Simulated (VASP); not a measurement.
# RbBr (Fm-3m) in VASP: a series of runs

Runs on RbBr. Level: r2SCAN. Tasks: single point.

Everything below comes from runs of VASP 6.6.1. Logs are shortened: lines on timing, memory, paths and dates and some standing lists are left out, and cuts for length are marked.

### Step 1. Starting point

It takes space group Fm-3m (No. 225, cubic). The conventional cell has a = 6.854 Å, b = 6.854 Å, c = 6.854 Å, α = 90.00°, β = 90.00°, γ = 90.00°. Around Rb (site symmetry m-3m) lie 6 Br at 3.43 Å. Br (site symmetry m-3m) has 6 Rb at 3.43 Å as nearest neighbours.

### Step 2. Single point, r2SCAN

The input, INCAR:

```
PREC     = Accurate       # precision mode
ENCUT    = 300            # plane-wave cutoff, eV
EDIFF    = 1E-6           # SCF threshold, eV
ISMEAR   = 0              # smearing method
SIGMA    = 0.05           # smearing width, eV
LREAL    = False          # projectors in reciprocal space
LASPH    = True           # aspherical terms in the spheres
NELM     = 100            # most SCF steps
ALGO     = Normal         # electronic algorithm
ISIF     = 2              # what is computed and relaxed
LWAVE    = False          # write WAVECAR
LCHARG   = False          # write CHGCAR
METAGGA  = R2SCAN         # meta-GGA
LMIXTAU  = True         
NBANDS   = 15             # bands
ADDGRID  = False
```

The input, KPOINTS:

```
Automatic mesh
0
Gamma
  6 6 6
```

The input, POSCAR:

```
RbBr
1.0
    0.0000000000      3.4270000000      3.4270000000
    3.4270000000      0.0000000000      3.4270000000
    3.4270000000      3.4270000000      0.0000000000
Rb Br
1 1
Direct
    0.0000000000      0.0000000000      0.0000000000
    0.5000000000      0.5000000000      0.5000000000
```

Potentials or basis: VASP PAW PBE potentials, release 64 (Rb_sv, Br).

Command:

```bash
> cat potpaw_PBE.64/Rb_sv/POTCAR potpaw_PBE.64/Br/POTCAR > POTCAR
> mpirun -np 1 vasp_std > vasp.out
```

OUTCAR:

```text
PREC = Accurate
   ENCUT = 300
   EDIFF = 1E-6
   ISMEAR = 0
   LREAL = False
   LASPH = True
   NELM = 100
   ISIF = 2
   METAGGA = R2SCAN

 Found     16 irreducible k-points:

 Following reciprocal coordinates:
            Coordinates               Weight
  0.000000  0.000000  0.000000      1.000000
  0.166667  0.000000  0.000000      8.000000
  0.333333  0.000000  0.000000      8.000000
  0.500000  0.000000  0.000000      4.000000
  0.166667  0.166667  0.000000      6.000000
  0.333333  0.166667  0.000000     24.000000
   k-points           NKPTS =     16   k-points in BZ     NKDIM =     16   number of bands    NBANDS=     15
   number of dos      NEDOS =    301   number of ions     NIONS =      2
   total plane-waves  NPLWV =  21952
   dimension x,y,z NGX =    28 NGY =   28 NGZ =   28
   dimension x,y,z NGXF=    56 NGYF=   56 NGZF=   56
   ions per type =               1   1
   NGX,Y,Z   is equivalent  to a cutoff of   9.60,  9.60,  9.60 a.u.
   NGXF,Y,Z  is equivalent  to a cutoff of  19.21, 19.21, 19.21 a.u.
 SYSTEM =  unknown system
   PREC   = accura    normal or accurate (medium, high low for compatibility)
   ISTART =      0    job   : 0-new  1-cont  2-samecut
   ICHARG =      2    charge: 1-file 2-atom 10-const
   ISPIN  =      1    spin polarized calculation?
   LNONCOLLINEAR =      F non collinear calculations
   LSORBIT =      F    spin-orbit coupling
   LASPH  =      T    aspherical Exc in radial PAW
   ENCUT  =  300.0 eV  22.05 Ry    4.70 a.u.   6.84  6.84  6.84*2*pi/ulx,y,z
   NELM   =    100;   NELMIN=  2; NELMDL= -5     # of ELM steps
   EDIFF  = 0.1E-05   stopping-criterion for ELM
   LREAL  =      F    real-space projection
   EDIFFG = 0.1E-04   stopping-criterion for IOM
   NSW    =      0    number of steps for IOM
   IBRION =     -1    ionic relax: 0-MD 1-quasi-New 2-CG
   NFREE  =      0    steps in history (QN), initial steepest desc. (CG)
   ISIF   =      2    stress and relaxation
   ISYM   =      2    0-nonsym 1-usesym 2-fastsym
   POTIM  = 0.5000    time-step for ionic-motion
   TEBEG  =    0.0;   TEEND  =   0.0 temperature during run
   PSTRESS=    0.0 pullay stress
   NELECT =      16.0000    total number of electrons
   NUPDOWN=      -1.0000    fix difference up-down
   EMIN   =  10.00;   EMAX   =-10.00  energy-range for DOS
   EFERMI =   0.00;   METHOD = LEGACY
   ISMEAR =     0;   SIGMA  =   0.05  broadening in eV -4-tet -1-fermi 0-gaus
   EFERMI_NEDOS =   21; number of points for ismear=-14 and -15
   IALGO  =     38    algorithm
   IMIX   =      4    mixing-type and parameters
     AMIX     =   0.40;   BMIX     =  1.00
     AMIX_MAG =   1.60;   BMIX_MAG =  1.00
  volume/ion in A,a.u.               =      40.25       271.61
  Fermi-wavevector in a.u.,A,eV,Ry     =   0.955412  1.805467 12.419564  0.912812
  Thomas-Fermi vector in A             =   2.084247
   LORBIT       =      0    0 simple, 1 ext, 2 COOP (PROOUT), +10 PAW based schemes
   METAGGA = R2SCAN    functional components
   LHFCALC =     F    Hartree Fock is set to
   AEXX    =    0.0000 exact exchange contribution
   IVDW    =     0    specifies the selected vdW correction
   LEPSILON=     F    determine dielectric tensor
   LRPA    =     F    only Hartree local field effects (RPA)
 non-spin polarized calculation
 Gauss-broadening in eV      SIGMA  =   0.05
  energy-cutoff  :      300.00
  volume of cell :       80.50
 maximum number of plane-waves:       960
   NGX = 13   NGY = 13   NGZ = 13

 number of electron      15.9999998 magnetization

 Free energy of the ion-electron system (eV)
  ---------------------------------------------------
  ext. energy  EPLUGINS =         0.00000000
  ---------------------------------------------------
  free energy    TOTEN  =       -31.15002023 eV

  energy without entropy =      -31.15002023  energy(sigma->0) =      -31.15002023

 E-fermi :  -1.9420     XC(G=0):  -7.6315

 val. band max:       -2.1577202137   @ k =   0.0000   0.0000   0.0000
 cond. band min:       2.8118380632   @ k =   0.0000   0.0000   0.0000
 fundamental gap:      4.9695582769
 Fermi energy:        -1.9420153698

 k-point     1 :       0.0000    0.0000    0.0000
  band No.  band energies     occupation
      1     -27.3129      2.00000
      2     -14.7720      2.00000
      3     -10.8430      2.00000
      4     -10.8430      2.00000
      5     -10.8430      2.00000
      6      -2.1577      2.00000
      7      -2.1577      2.00000
      8      -2.1577      2.00000
      9       2.8118      0.00000
     10       5.7218      0.00000
     11       5.7218      0.00000
     12       5.7218      0.00000
     13       6.7911      0.00000
     14       6.7911      0.00000
     15       9.1824      0.00000

 k-point     2 :       0.1667    0.0000    0.0000
  band No.  band energies     occupation
      1     -27.3105      2.00000
      2     -14.7827      2.00000
      3     -10.8445      2.00000
      4     -10.8445      2.00000
      5     -10.8294      2.00000
      6      -2.4496      2.00000
      7      -2.2502      2.00000
      8      -2.2502      2.00000
      9       3.4442      0.00000
     10       5.5355      0.00000
     11       6.0638      0.00000
     12       6.0638      0.00000
     13       7.2089      0.00000
     14       7.2089      0.00000
     15      10.2633      0.00000

 k-point     3 :       0.3333    0.0000    0.0000
  band No.  band energies     occupation
      1     -27.3056      2.00000
      2     -14.8038      2.00000
      3     -10.8476      2.00000
      4     -10.8476      2.00000
      5     -10.8026      2.00000
      6      -2.9254      2.00000
      7      -2.4241      2.00000
      8      -2.4241      2.00000
      9       4.6478      0.00000
     10       5.6771      0.00000
     11       7.0195      0.00000
     12       7.0195      0.00000
     13       8.2479      0.00000
     14       8.2479      0.00000
     15      10.2888      0.00000

 k-point     4 :       0.5000    0.0000    0.0000
  band No.  band energies     occupation
      1     -27.3031      2.00000
      2     -14.8142      2.00000
      3     -10.8492      2.00000
      4     -10.8492      2.00000
      5     -10.7892      2.00000
      6      -3.1288      2.00000
      7      -2.5063      2.00000
      8      -2.5063      2.00000
      9       5.1326      0.00000
     10       6.1189      0.00000
     11       8.0657      0.00000
     12       8.0657      0.00000
     13       8.6988      0.00000
     14       8.6988      0.00000
     15       9.7229      0.00000

 k-point     5 :       0.1667    0.1667    0.0000
  band No.  band energies     occupation
      1     -27.3097      2.00000
      2     -14.7794      2.00000
      3     -10.8606      2.00000
      4     -10.8606      2.00000
      5     -10.8171      2.00000
      6      -2.5644      2.00000
      7      -2.2125      2.00000
      8      -2.2125      2.00000
      9       3.5565      0.00000
     10       5.0410      0.00000
     11       6.4387      0.00000
     12       6.4387      0.00000
     13       7.0150      0.00000
     14       7.6060      0.00000
     15      10.5214      0.00000

 k-point     6 :       0.3333    0.1667    0.0000
  band No.  band energies     occupation
      1     -27.3057      2.00000
      2     -14.7834      2.00000
      3     -10.8712      2.00000
      4     -10.8681      2.00000
      5     -10.8296      2.00000
      6      -2.8113      2.00000
      7      -2.3707      2.00000
      8      -2.3213      2.00000
      9       4.5030      0.00000
     10       4.9189      0.00000
     11       7.1956      0.00000
     12       7.3795      0.00000
     13       7.6124      0.00000
     14       8.2548      0.00000
     15      10.4267      0.00000

 [... further k-points ...]

------------------------ aborting loop because EDIFF is reached ----------------------------------------

  FORCE on cell =-STRESS in cart. coord.  units (eV):
  Direction    XX          YY          ZZ          XY          YZ          ZX
  --------------------------------------------------------------------------------------
  -------------------------------------------------------------------------------------
  Total        0.2303478      0.2303478      0.2303478      0.0000000      0.0000000     -0.0000000
  in kB        4.5848203      4.5848203      4.5848203      0.0000000      0.0000000     -0.0000000
  external PRESSURE =       4.5848203 kB  Pullay stress =       0.0000000 kB

 VOLUME and BASIS-vectors are now :
 -----------------------------------------------------------------------------
  energy-cutoff  :      300.00
  volume of cell :       80.50
      direct lattice vectors                 reciprocal lattice vectors
     0.000000000  3.427000000  3.427000000    -0.145900204  0.145900204  0.145900204
     3.427000000  0.000000000  3.427000000     0.145900204 -0.145900204  0.145900204
     3.427000000  3.427000000  0.000000000     0.145900204  0.145900204 -0.145900204

 POSITION                                       TOTAL-FORCE (eV/Angst)
 -----------------------------------------------------------------------------------
      0.00000      0.00000      0.00000        -0.000000     -0.000000     -0.000000
      3.42700      3.42700      3.42700         0.000000      0.000000      0.000000
 -----------------------------------------------------------------------------------
    total drift:                                0.000000      0.000000      0.000000

  FREE ENERGIE OF THE ION-ELECTRON SYSTEM (eV)
  ---------------------------------------------------
  free  energy   TOTEN  =       -31.1500202312 eV

  energy  without entropy=      -31.1500202312  energy(sigma->0) =      -31.15002023
```

Run time: 71 s. Hardware: 1 thread of Intel Xeon Platinum 8375C at 2.90GHz (Ice Lake), shared host; peak memory 0.15 GiB.

These settings aren't checked as converged: the numbers below hold their error.

What came out:

| Property | Result |
| --- | --- |
| Free energy | -31.1500 eV |
| Pressure | 0.5 GPa |
| Band gap on the k mesh | 4.97 eV, direct |

Caveat: the PAW data sets were made with another functional, which shifts forces and pressure a little.

### Step 3. Single point, r2SCAN

INCAR is that of step 2.

KPOINTS is that of step 2.

The input, POSCAR:

```
RbBr
1.0
    0.0000000000      3.4270000000      3.4270000000
    3.4270000000      0.0000000000      3.4270000000
    3.4270000000      3.4270000000      0.0000000000
Rb Br
1 1
Direct
   -0.0027730000      0.0260310000     -0.0127250000
    0.5081730000      0.5251300000      0.4723360000
```

Potentials or basis: VASP PAW PBE potentials, release 64 (Rb_sv, Br).

Command:

```bash
> cat potpaw_PBE.64/Rb_sv/POTCAR potpaw_PBE.64/Br/POTCAR > POTCAR
> mpirun -np 1 vasp_std > vasp.out
```

It took 5.1 min on 1 thread of Intel Xeon Platinum 8375C at 2.90GHz (Ice Lake), shared host; peak memory 0.2 GiB.

These settings aren't checked as converged: the numbers below hold their error.

What came out:

```
Free energy            : -31.1471 eV
Pressure               : 0.5 GPa
Largest force          : 0.091 eV/Å
Band gap on the k mesh : 4.97 eV, direct
```

Caveat: the PAW data sets were made with another functional, which shifts forces and pressure a little.

### Step 4. For comparison

An earlier run on the cell as given: functional PBE; potentials or basis VASP PAW PBE potentials, release 64 (Rb_sv, Br); cutoff 520 eV; k mesh 7 × 7 × 7; occupations fermi-dirac, width 0.05 eV; no spin polarisation.

* Pressure: 1.0 GPa
* Band gap on the k mesh: 4.36 eV, direct
